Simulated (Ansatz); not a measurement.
# KI: response to strain

Aim: deform KI (xy engineering shear strain of +2 %) and compute stress, forces and field gradients with LAPW, PAW and all-electron datasets made for the crystal.

Program: Ansatz 0.2.0. Level of theory: DFT PBE, scalar-relativistic. These are calculated values, not measurements.

## Step 1: Starting point

The structure is cubic, space group Fm-3m (No. 225). Conventional cell: a = 7.049 Å, b = 7.049 Å, c = 7.049 Å, α = 90.00°, β = 90.00°, γ = 90.00°. K (site symmetry m-3m) is surrounded by 6 I at 3.52 Å. Around I (site symmetry m-3m) lie 6 K at 3.52 Å.

Structure file:

```cif
data_structure
_symmetry_space_group_name_H-M 'P 1'
_symmetry_Int_Tables_number 1
_cell_length_a 4.9845
_cell_length_b 4.9845
_cell_length_c 4.9845
_cell_angle_alpha 60.000
_cell_angle_beta 60.000
_cell_angle_gamma 60.000
_cell_volume 87.57
loop_
_atom_site_label
_atom_site_type_symbol
_atom_site_fract_x
_atom_site_fract_y
_atom_site_fract_z
_atom_site_occupancy
K1 K 0.00000 0.00000 0.00000 1
I1 I 0.50000 0.50000 0.50000 1
```

Atoms are numbered in the order of the input: K1, I2.

## Step 2: After the deformation

Space group Fm-3m before, Immm after.

## Step 3: LAPW, all electrons

input.yaml

```yaml
crystal:
  lattice:
    - [0.0352455, 3.52455, 3.52455]
    - [3.52455, 0.0352455, 3.52455]
    - [3.5597955, 3.5597955, 0.0]
  atoms:
    - { symbol: K, position: [0.0, 0.0, 0.0] }
    - { symbol: I, position: [0.5, 0.5, 0.5] }
kpoints:
  mp_grid: { grid: [6, 6, 6] }
scf:
  occupations: { method: fermi_dirac, width: 0.02 }
hamiltonian:
  xc: pbe
  pseudopotentials: { kind: all_electron, lapw: { basis_error: 0.00025 } }
output:
  forces: true
  stress: true
  eigenvalues: true
```

## Step 4: PAW on the default files

input.yaml, as its differences from that of step 3:

```diff
@@ -14,3 +14,3 @@
   xc: pbe
-  pseudopotentials: { kind: all_electron, lapw: { basis_error: 0.00025 } }
+  pseudopotentials: { kind: paw }
 output:
@@ -19 +19,2 @@
   eigenvalues: true
+  efg: { contact_densities: true }
```

## Step 5: Datasets made for this crystal

input.yaml, as its differences from that of step 4:

```diff
@@ -14,3 +14,3 @@
   xc: pbe
-  pseudopotentials: { kind: paw }
+  pseudopotentials: { kind: all_electron, datasets: crystal }
 output:
```

(Steps that only read results are left out.)

Q: Predict the outcome of this session. Wanted: pressure; largest shear or deviatoric stress.

The runs gave:

```
                                 quantity                                           value
                                 pressure  LAPW 0.68, PAW 0.68, crystal datasets 0.68 GPa
largest shear or deviatoric stress (LAPW)                                        0.07 GPa
```

What this shows: The largest part of the stress beyond the pressure is 0.07 GPa in size, in the xy component; the atoms are carried along and not relaxed. No run of the undeformed cell stands beside it, so the pressure holds what the given cell had before the change. PAW: stress within 0.01 GPa of LAPW. Crystal datasets: stress within 0.01 GPa of LAPW. Spin-orbit coupling is left out, though the cell holds I; in elements this heavy it can shift bands and gaps by tenths of an eV.

The gaps are Kohn-Sham values of a semilocal functional, not quasiparticle or optical gaps. Such gaps usually fall short of the measured ones; spin-orbit coupling, left out here, narrows gaps with I, so the two errors partly cancel.
